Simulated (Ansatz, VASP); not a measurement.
# Al35BN36 (B_Al) in two plane-wave programs

One calculation is typed for both programs; each brings its own data sets. How far apart do they land? The cell is taken from a series of runs on this material, whose earlier steps may have relaxed, scaled, displaced or heated it; both programs get it as it stands.

Method: plane waves, with VASP 6.6.1 beside it; single point at r2SCAN, in Ansatz 0.2.0.

**1. The starting structure**

The cell holds 72 atoms: 35 Al, 36 N and 1 B. Its edges and angles: a = 9.320 Å, b = 9.320 Å, c = 9.956 Å, α = 90.0°, β = 90.0°, γ = 120.0°. It derives from AlN (AlN (P6_3mc)). Nearest the centre at fractional (0.444, 0.556, 0.500): B72 at 0.03 Å, N52 at 1.67 Å, N40 at 1.67 Å, N56 at 1.68 Å, N55 at 1.70 Å, Al22 at 3.01 Å, Al18 at 3.01 Å, Al7 at 3.01 Å. The cell carries charge +1.

Structure file:

```cif
data_structure
_symmetry_space_group_name_H-M 'P 1'
_symmetry_Int_Tables_number 1
_cell_length_a 9.3196
_cell_length_b 9.3196
_cell_length_c 9.9565
_cell_angle_alpha 90.000
_cell_angle_beta 90.000
_cell_angle_gamma 120.000
_cell_volume 748.91
loop_
_atom_site_label
_atom_site_type_symbol
_atom_site_fract_x
_atom_site_fract_y
_atom_site_fract_z
_atom_site_occupancy
Al1 Al 0.22201 0.11089 0.24968 1
Al2 Al 0.11582 0.22468 0.49988 1
Al3 Al 0.22200 0.11082 0.75018 1
Al4 Al 0.11190 0.22348 0.99951 1
Al5 Al 0.22689 0.44659 0.25297 1
Al6 Al 0.11595 0.55747 0.49986 1
Al7 Al 0.22418 0.44528 0.74357 1
Al8 Al 0.11198 0.55470 0.99951 1
Al9 Al 0.22217 0.77755 0.24973 1
Al10 Al 0.11090 0.88859 0.50016 1
Al11 Al 0.22203 0.77767 0.75029 1
Al12 Al 0.11100 0.88864 0.99985 1
Al13 Al 0.55566 0.11092 0.24987 1
Al14 Al 0.44207 0.22444 0.49974 1
Al15 Al 0.55540 0.11079 0.74957 1
Al16 Al 0.44495 0.22340 0.99948 1
Al17 Al 0.55284 0.44649 0.25294 1
Al18 Al 0.55446 0.44539 0.74343 1
Al19 Al 0.44423 0.55521 0.99765 1
Al20 Al 0.55309 0.77270 0.25321 1
Al21 Al 0.44221 0.88339 0.49991 1
Al22 Al 0.55449 0.77538 0.74333 1
Al23 Al 0.44493 0.88764 0.99946 1
Al24 Al 0.88875 0.11095 0.24996 1
Al25 Al 0.77773 0.22203 0.50052 1
Al26 Al 0.88892 0.11080 0.74961 1
Al27 Al 0.77781 0.22194 0.99981 1
Al28 Al 0.88862 0.44403 0.25001 1
Al29 Al 0.77474 0.55745 0.50004 1
Al30 Al 0.88882 0.44438 0.74959 1
Al31 Al 0.77626 0.55488 0.99947 1
Al32 Al 0.88866 0.77761 0.24974 1
Al33 Al 0.77453 0.88364 0.49999 1
Al34 Al 0.88900 0.77776 0.75033 1
Al35 Al 0.77631 0.88784 0.99955 1
N36 N 0.22167 0.11048 0.44021 1
N37 N 0.11243 0.22420 0.19212 1
N38 N 0.22236 0.11160 0.94140 1
N39 N 0.11150 0.22174 0.69009 1
N40 N 0.24717 0.45733 0.44783 1
N41 N 0.11236 0.55418 0.19227 1
N42 N 0.22380 0.44536 0.93630 1
N43 N 0.11150 0.55578 0.69029 1
N44 N 0.22175 0.77818 0.44026 1
N45 N 0.11129 0.88860 0.19056 1
N46 N 0.22229 0.77765 0.94152 1
N47 N 0.11135 0.88870 0.69126 1
N48 N 0.55477 0.11088 0.44146 1
N49 N 0.44577 0.22413 0.19231 1
N50 N 0.55511 0.11105 0.94129 1
N51 N 0.44432 0.22173 0.69023 1
N52 N 0.54298 0.45685 0.44807 1
N53 N 0.44474 0.55542 0.18766 1
N54 N 0.55469 0.44536 0.93641 1
N55 N 0.44479 0.55530 0.67002 1
N56 N 0.54279 0.75324 0.44787 1
N57 N 0.44583 0.88760 0.19220 1
N58 N 0.55465 0.77627 0.93630 1
N59 N 0.44423 0.88862 0.69034 1
N60 N 0.88905 0.11091 0.44144 1
N61 N 0.77803 0.22199 0.19095 1
N62 N 0.88903 0.11109 0.94114 1
N63 N 0.77802 0.22199 0.69129 1
N64 N 0.88898 0.44523 0.44148 1
N65 N 0.77571 0.55414 0.19230 1
N66 N 0.88903 0.44497 0.94131 1
N67 N 0.77848 0.55579 0.69041 1
N68 N 0.88923 0.77817 0.44029 1
N69 N 0.77579 0.88760 0.19213 1
N70 N 0.88841 0.77773 0.94144 1
N71 N 0.77840 0.88858 0.69025 1
B72 B 0.44380 0.55451 0.50220 1
```

**2. Ansatz: single point, r2SCAN**

Ansatz runs on its PAW soft_1 files.

A single point gives forces, pressure and levels at one fixed geometry, so differences don't come from the geometry; what else differs is listed under the comparison.

input.yaml

```yaml
crystal:
  checkpoint: "../qp1_M1.relax.run"
  host: checkpoint
total_charge: 1
basis:
  ecutwfc: 500
  xc_grid: 2
hamiltonian:
  xc: r2scan
  pseudopotentials: { kind: paw, azcp: { folder: soft_1 } }
kpoints:
  mp_grid: { grid: [2, 2, 2], shift: [0.5, 0.5, 0.5] }
magnetization:
  spin_polarized: true
  initial_magnetization: 1
  spin_locking: { lock_magnetization: hard }
scf:
  occupations: { method: fermi_dirac, width: 0.01 }
  max_iter: 100
output:
  forces: true
  eigenvalues: true
  charged_corrections:
    epsilon: [4.49, 4.49, 4.72]
    static_epsilon: [8.15, 8.15, 9.65]
    defect_position: [0.444444, 0.555556, 0.499602]
  eigenstates: { localisation: true }
  populations: true
  efg: {}
  band_densities: [{ bands: [v1, v1] }, { bands: [c1, c1] }]
  write_density: true
  write_potential: true
  volumetric_format: npy
  elf: true
checkpoint:
  read: "../qp1_M1.relax.run"
  write: "../qp1_M1.point.run"
  compress: false
  write_wavefunctions: false
  write_every: 100000
```

Started as:

```
> ansatz run input.yaml --threads 4 --pin off --max-ram 7536MiB --backend cpu --events-out ev --progress --plain --runs-dir out
```

Numbers of over 12 decimals in the logs are rounded to 6 here.

The program printed:

```text
Warning: This run holds its total moment fixed (magnetization.spin_locking.lock_magnetization: hard) and mixes its density by anderson or broyden (scf.mixing.algorithm, typed or taken by auto). Slabs with a fixed moment have converged under broyden above another state at the same moment, at the default mixing steps and at smaller ones, and under scf.lower_state_search: standard, light or off a state that such a mixer [...]
crystal.checkpoint: the structure is that of <dir>, a `relax` run, at its step 7: its result, under r2scan at a charge of 1 e; 72 atoms read, 0 with a starting moment; crystal.structure_sha256 for this input is
Engine: ansatz 0.2.0, aarch64-unknown-linux-gnu
Pseudopotentials: kind: paw
Pseudopotential: Al, paw, valence charge 3, recommended cutoff 500 eV (meta_gga), soft_1/Al.paw.azcp
Pseudopotential: N, paw, valence charge 5, recommended cutoff 500 eV (meta_gga), soft_1/N.paw.azcp
Pseudopotential: B, paw, valence charge 3, recommended cutoff 500 eV (meta_gga), soft_1/B.paw.azcp
Functional definition: r2SCAN
  parameter k0 = 0.174
  parameter k1 = 0.065
  parameter a1 = 4.9479
  exchange = r2scan_x(k0 = k0, k1 = k1, a1 = a1)
  correlation = r2scan_c
Crystal: 72 atoms, lattice volume = 748.907 Å³
Basis set: ecut = 500 eV, 18913 PW (Γ), exchange–correlation on 144×144×150 points (8 copies of the dense FFT grid, shifted against one another)
Bands: 216, of which v1, the nominal top of the filled ones, is band 144 counted from 1 (143 counted from 0)
Symmetry: 1 space group operations
Space group: P1 (ITA 1), of the structure as read, at distance tolerance 9.1e-5 Å
Magnetic group: BNS 1.1 (UNI 1), of the structure as read, at distance tolerance 9.1e-5 Å
k-points: 4 of 8 (time reversal used)
Non-local potential: Al, projectors of the file, l = 0: 2, l = 1: 2, l = 2: 1
Non-local potential: N, projectors of the file, l = 0: 2, l = 1: 2, l = 2: 1
Non-local potential: B, projectors of the file, l = 0: 2, l = 1: 2, l = 2: 1
PAW form: soft (Blöchl's): semilocal exchange-correlation on the pseudo side does not see the compensation charge
PAW frozen core: Al, regenerated for the run's functional (the file was generated under x = pbe(κ = 0.804, μ = 0.219515), c = pbe(β = 0.066725))
PAW frozen core: N, regenerated for the run's functional (the file was generated under x = pbe(κ = 0.804, μ = 0.219515), c = pbe(β = 0.066725))
PAW frozen core: B, regenerated for the run's functional (the file was generated under x = pbe(κ = 0.804, μ = 0.219515), c = pbe(β = 0.066725))
PAW one-centre angular grid: Al, 302 points (default); XC on 160 Gauss nodes
PAW one-centre angular grid: N, 302 points (default); XC on 160 Gauss nodes
PAW one-centre angular grid: B, 302 points (default); XC on 223 of its mesh's 2233 points in the sphere
Initial density: read from a saved state, or passed on in memory by an earlier SCF of this step, an earlier step, the calling program or the single point that the run made first
Stability of the state it starts from, as read at its close in the collinear treatment: not read, because the mixer in use, unlike msr1, does not test its closes by its own steps (another_mixer); its run was given moments
Starting moments: Σ|m| = 1 μB on 72 of 72 sites; this step starts from the density that it was given
Initial wavefunctions: pseudopotential atomic-orbital guess — the wavefunctions supplied were not used: k-point sampling differs
Functional: x = r2scan, c = r2scan; τ floored in thin density (d = 2e-4 eV/Å³)
iter 1 solved again at ethr=6.95e-6 eV; its pass at ethr=3.10e-3 eV (dr2=2.00e-2 eV) is discarded
SCF iter   1: F=—  HF=-33045.684675 eV  |F-HF|=—  |Δ(HF+E_count)|=         —  Δρ=1.53e-3 (↑7.82e-4 ↓1.53e-3)  dr2=1.81e-2  dr2_τ=3.16e-4  dr2_m=2.72e-3  M=1.000 μB ∫|m|=1.142 μB  β_m=1.20  ethr=6.95e-6  ⟨swp⟩=9.9  Hψ=12617  notcnv=0
preconditioner: auto → Resta (q_TF=auto, 2.325 Å⁻¹)  ε∞=3.7  [insulator: Δε(μ)=0.046 eV  Ē_g=14.072 eV  σ=0.010 eV  W_gap=0.82  n_scr=156 (ndim 8)  ℏωp=23.0 eV  f_vac=0.000  D(μ)=5.89/eV (n_scr^D=20)  ε∞_Penn≈3.7]
spin=Collinear: Resta preconditioning applied to the charge; magnetization (m = ρ↑ − ρ↓) channel mixes plain (no charge-response kernel on spin).
SCF iter   2: F=—  HF=-33045.686431 eV  |F-HF|=—  |Δ(HF+E_count)|=   1.76e-3  Δρ=8.75e-4 (↑6.92e-4 ↓8.75e-4)  dr2=8.16e-3  dr2_τ=5.24e-5  dr2_m=1.10e-4  M=1.000 μB ∫|m|=1.140 μB  β_m=1.20  ethr=6.31e-6  ⟨swp⟩=2.5  Hψ=3419  notcnv=0  κ⁻¹=1.0e0(r=1)
[...]
k-point 1 ↑: bands = [... 140 lower, 6.4513, 6.4628, 6.4711, 6.5906, 12.6070, 12.7435, 12.8293, 13.0240, ... 68 higher]
  k-point 2 ↑: bands = [... 140 lower, 6.3685, 6.3823, 6.5938, 6.6263, 12.2271, 12.5870, 12.8452, 12.9429, ... 68 higher]
  k-point 3 ↓: bands = [... 140 lower, 6.4334, 6.4398, 6.6209, 6.7069, 12.2430, 12.6172, 12.8977, 12.9467, ... 68 higher]
--- Löwdin populations: 72 sites ---
  site symbol       q [e]    m [muB]
     0     Al      1.8585    -0.0031
     1     Al      1.8616    -0.0042
     2      N      6.0603     0.0223
     3      N      6.0468     0.0239
     4     Al      1.8561    -0.0036
     5     Al      1.8583    -0.0032
     6      N      6.0520     0.0254
     7      N      6.0536     0.0303
     8     Al      1.8662    -0.0049
     9     Al      1.8616    -0.0044
    10      N      5.8376     0.0555
    11      N      6.0456     0.0267
    12     Al      1.8570    -0.0040
    13     Al      1.8583    -0.0035
    14      N      6.0453     0.0286
    15      N      6.0522     0.0338
    16     Al      1.8584    -0.0032
    17     Al      1.8493    -0.0028
    18      N      6.0599     0.0228
    19      N      6.0534     0.0238
    20     Al      1.8558    -0.0036
    21     Al      1.8560    -0.0031
    22      N      6.0521     0.0259
    23      N      6.0543     0.0205
[...]
64     Al      1.8587    -0.0031
    65     Al      1.8618    -0.0042
    66      N      6.0597     0.0226
    67      N      6.0466     0.0246
    68     Al      1.8557    -0.0035
    69     Al      1.8581    -0.0033
    70      N      6.0527     0.0249
    71      N      6.0538     0.0301
  spilling = 0.008123 (of n_electrons = 287.000000)
--- Band densities, each state counted as filled ---
  window                                       electrons  max residual (eV)  cut levels
  bands: [v1, v1]                    1.000000 + 1.000000             7.2e-7           0
  bands: [c1, c1]                    1.000000 + 1.000000             6.4e-5           0
```

**3. VASP: single point, r2SCAN**

The same cell, functional, mesh and smearing now go to VASP, with its own data sets.

Lines of VASP's logs that name or quote its potential files are left out, and so is its time.

INCAR

```
SYSTEM = Al35BN36
PREC = Accurate
ENCUT = 580
EDIFF = 1E-06
NELM = 200
ISMEAR = -1
SIGMA = 0.01
LREAL = Auto
ALGO = Normal
METAGGA = R2SCAN
LASPH = .TRUE.
NELECT = 287
NBANDS = 200
ISPIN = 2
MAGMOM = 0 0 0 0 0 0 0 0 0 0 0 0 0 0 0 0 0 0 0 0 0 0 0 0 0 0 0 0 0 0 0 0 0 0 0 0.02 0.02 0.02 0.02 0.03 0.02 0.02 0.02 0.02 0.02 0.02 0.01 0.02 0.02 0.02 0.03 0.04 0.04 0.02 0.03 0.04 0.02 0.02 0.03 0.02 0.02 0.02 0.02 0.02 0.02 0.02 0.02 0.02 0.02 0.02 0.02 -0
LORBIT = 11
LWAVE = .FALSE.
LCHARG = .FALSE.
ISIF = 2
ISYM = 0
NUPDOWN = 1
GGA_COMPAT = .FALSE.
LMIXTAU = .TRUE.
KPAR = 4
```

POSCAR

```
Al35BN36
1.0
    9.3195655359      0.0000000860      0.0000000000
   -4.6597828424      8.0709804634      0.0000000000
    0.0000000000      0.0000000000      9.9564777190
Al N B
35 36 1
Direct
    0.2220124792      0.1108899745      0.2496767971
    0.1158209202      0.2246792126      0.4998781427
    0.2219988590      0.1108249877      0.7501811275
    0.1119032182      0.2234843875      0.9995096130
    0.2268941924      0.4465894448      0.2529661630
    0.1159482454      0.5574712079      0.4998641826
    0.2241803448      0.4452836558      0.7435655435
    0.1119806723      0.5547024130      0.9995113634
    0.2221712383      0.7775522435      0.2497287475
    0.1108964261      0.8885889641      0.5001625380
    0.2220277427      0.7776693516      0.7502897446
    0.1110000889      0.8886371380      0.9998505993
    0.5556624161      0.1109226621      0.2498704314
    0.4420708370      0.2244377609      0.4997382928
    0.5554047933      0.1107899454      0.7495685903
    0.4449544051      0.2234008896      0.9994783606
    0.5528432290      0.4464941760      0.2529431416
    0.5544583927      0.4453937265      0.7434281831
    0.4442300383      0.5552081360      0.9976459016
    0.5530851658      0.7726951806      0.2532066567
    0.4422086294      0.8833880615      0.4999108111
    0.5544896468      0.7753754732      0.7433330781
    0.4449318062      0.8876358694      0.9994633856
    0.8887511998      0.1109499802      0.2499600345
    0.7777268756      0.2220326213      0.5005169748
    0.8889208828      0.1108016117      0.7496134244
    0.7778124752      0.2219426340      0.9998093849
    0.8886192989      0.4440310267      0.2500075118
    0.7747448731      0.5574508545      0.5000437619
    0.8888228988      0.4443760121      0.7495925631
    0.7762560422      0.5548813929      0.9994657032
    0.8886627949      0.7776058522      0.2497383295
    0.7745336739      0.8836383599      0.4999905715
    0.8889985868      0.7777598890      0.7503270382
    0.7763133444      0.8878396364      0.9995469625
    0.2216725240      0.1104830136      0.4402056703
    0.1124324312      0.2242018301      0.1921238453
    0.2223576006      0.1115975048      0.9414004203
    0.1115039535      0.2217444990      0.6900874749
    0.2471727883      0.4573252554      0.4478338059
    0.1123582790      0.5541767037      0.1922706014
    0.2238038545      0.4453643726      0.9362983797
    0.1115030611      0.5557848531      0.6902892878
    0.2217471468      0.7781831664      0.4402646618
    0.1112886149      0.8886005873      0.1905563419
    0.2222894020      0.7776516502      0.9415244223
    0.1113464985      0.8887031952      0.6912558010
    0.5547693749      0.1108817013      0.4414588966
    0.4457657389      0.2241336109      0.1923093085
    0.5551073518      0.1110514660      0.9412884886
    0.4443176908      0.2217293838      0.6902282014
    0.5429785580      0.4568500763      0.4480684153
    0.4447363434      0.5554225216      0.1876557033
    0.5546926825      0.4453597691      0.9364111392
    0.4447882616      0.5553004324      0.6700195955
    0.5427920853      0.7532427677      0.4478705243
    0.4458253915      0.8875953337      0.1922014718
    0.5546540118      0.7762667143      0.9363041864
    0.4442265550      0.8886151235      0.6903415612
    0.8890499257      0.1109069975      0.4414428280
    0.7780261283      0.2219912063      0.1909493006
    0.8890340406      0.1110874946      0.9411383839
    0.7780214460      0.2219928539      0.6912930945
    0.8889801157      0.4452268830      0.4414825150
    0.7757128286      0.5541374706      0.1922986719
    0.8890250391      0.4449741712      0.9413065069
    0.7784758931      0.5557939734      0.6904109440
    0.8892268011      0.7781738895      0.4402935479
    0.7757911079      0.8875958725      0.1921268807
    0.8884108995      0.7777274824      0.9414430897
    0.7784037221      0.8885831312      0.6902511241
    0.4437984912      0.5545120743      0.5022008572
```

KPOINTS

```
Points of the shifted mesh
8
Reciprocal
 0.2500000000  0.2500000000  0.2500000000 1
 0.2500000000  0.2500000000  0.7500000000 1
 0.2500000000  0.7500000000  0.2500000000 1
 0.2500000000  0.7500000000  0.7500000000 1
 0.7500000000  0.2500000000  0.2500000000 1
 0.7500000000  0.2500000000  0.7500000000 1
 0.7500000000  0.7500000000  0.2500000000 1
 0.7500000000  0.7500000000  0.7500000000 1
```

Potentials, in the order of the species: Al, N and B (PBE family, release 64).

Started as:

```
> mpirun -np 8 vasp_std
```

The program printed:

```text
[banner, memory and clock lines left out]
running    8 mpi-ranks, on    1 nodes
[...]
|                                                                             |
|           W    W    AA    RRRRR   N    N  II  N    N   GGGG   !!!           |
|           W    W   A  A   R    R  NN   N  II  NN   N  G    G  !!!           |
|           W    W  A    A  R    R  N N  N  II  N N  N  G       !!!           |
|           W WW W  AAAAAA  RRRRR   N  N N  II  N  N N  G  GGG   !            |
|           WW  WW  A    A  R   R   N   NN  II  N   NN  G    G                |
|           W    W  A    A  R    R  N    N  II  N    N   GGGG   !!!           |
|                                                                             |
|     For optimal performance we recommend to set                             |
|       NCORE = 2 up to number-of-cores-per-socket                            |
|     NCORE specifies how many cores store one orbital (NPAR=cpu/NCORE).      |
|     This setting can greatly improve the performance of VASP for DFT.       |
[...]
DAV:   5    -0.847306285087E+03   -0.42958E-01   -0.42916E-01  7872   0.151E+00BRMIX: very serious problems
 the old and the new charge density differ
 old charge density:   288.00000 new  287.00000
BRMIX: very serious problems
 the old and the new charge density differ
 old charge density:   288.00000 new  287.00000
BRMIX: very serious problems
 the old and the new charge density differ
 old charge density:   288.00000 new  287.00000
BRMIX: very serious problems
 the old and the new charge density differ
 old charge density:   288.00000 new  287.00000
    0.520E+01
DAV:   6    -0.722720915253E+03    0.12459E+03   -0.27688E+02  7552   0.318E+01    0.232E+01
DAV:   7    -0.695845782902E+03    0.26875E+02   -0.14224E+01  7240   0.102E+01    0.133E+01
DAV:   8    -0.722737038604E+03   -0.26891E+02   -0.91472E+00  6680   0.954E+00    0.776E+00
DAV:   9    -0.688135821368E+03    0.34601E+02   -0.91321E+00  6648   0.820E+00    0.230E+00
[...]
DAV:  20    -0.695797017800E+03    0.38560E-05   -0.81261E-07  4368   0.288E-03    0.638E-03
DAV:  21    -0.695797030676E+03   -0.12876E-04   -0.29378E-06  5312   0.579E-03    0.362E-03
DAV:  22    -0.695797030850E+03   -0.17410E-06   -0.60867E-07  3944   0.260E-03
   1 F= -.69579703E+03 E0= -.69579602E+03  d E =-.202089E-02  mag=     1.0000
```

From OUTCAR (step 3):

```text
  FREE ENERGIE OF THE ION-ELECTRON SYSTEM (eV)
  ---------------------------------------------------
  free  energy   TOTEN  =      -695.7970308500 eV

  energy  without entropy=     -695.7950099613  energy(sigma->0) =     -695.79602041

 magnetization (x)
# of ion       s       p       d       tot
------------------------------------------
    1       -0.000  -0.000   0.000  -0.001
    2       -0.001  -0.000   0.000  -0.001
    3       -0.001  -0.000   0.000  -0.001
    4       -0.001  -0.000   0.000  -0.001
    5       -0.001   0.000   0.000  -0.001
    6       -0.001  -0.000   0.000  -0.001
    7       -0.001  -0.000   0.000  -0.001
    8       -0.001  -0.000   0.000  -0.001
    9       -0.000  -0.000   0.000  -0.001
   10       -0.000  -0.000   0.000  -0.001
   11       -0.001  -0.000   0.000  -0.001
   12       -0.000  -0.000   0.000  -0.001
   13       -0.001  -0.000   0.000  -0.001
[...]
--------------------------------------------------
tot          0.001   0.748   0.000   0.749
```

The run ends at a pressure of -5.04 GPa, with forces up to 0.15 eV/Å.

**4. Comparison**

Known differences besides the potentials themselves: VASP starts from the moments at which Ansatz ended; VASP keeps PBE cores, Ansatz makes them for the functional; the cutoff is 500 eV in Ansatz and 580 eV in VASP (PREC = Accurate, projectors in real space). Total energies have different zeros and are not compared.

Compared:

```csv
quantity,Ansatz,VASP,difference
"total moment, fixed by the input (μB)",1.00,1.00,0.00
```

Forces on 7 of the 72 atoms, those with the largest forces and the largest differences (eV/Å; atoms numbered as in POSCAR):

```csv
atom,"Ansatz x, y, z","VASP x, y, z"
Al2,"-0.023, 0.079, -0.013","-0.026, 0.078, -0.016"
Al5,"0.077, 0.027, 0.004","0.075, 0.028, 0.010"
N40,"0.008, -0.119, 0.025","-0.032, -0.142, 0.012"
N52,"0.015, -0.051, -0.002","0.055, -0.074, -0.015"
N55,"-0.071, -0.012, -0.013","-0.071, -0.012, 0.035"
N56,"0.083, -0.023, 0.018","0.084, 0.021, 0.006"
B72,"-0.020, 0.085, 0.007","-0.018, 0.088, 0.009"
```

The forces differ by 6.8 meV/Å r.m.s., which is 19.1 % of the r.m.s. force of 0.035 eV/Å (both taken over all components). The cell carries a charge of +1 e against a uniform background, so its pressure also hangs on how the neutralising background is counted, and in a defect's cell a gap may be the spacing between its levels.

**5. Summary of results**

```
r.m.s. force difference (single point, r2SCAN) : 6.8 meV/Å
```

The r.m.s. force difference is 6.8 meV/Å (single point, r2SCAN), within the 12 meV/Å picked in this series as the mark of a large difference. How closely two codes agree says nothing of how well the functional describes the real material.

[Lines on the potential files, build, host, timing and source positions are cut from VASP's logs without a mark.]

[Logs are printed without paths, hosts, clocks, repeated set-up lines and the standing remarks that a program may print on its own settings, such as how far it seeks lower states.]

[Hosts, paths, dates, database ids (printed as entryN), source tags and the programs' standing remarks are cut or masked in the printed files.]
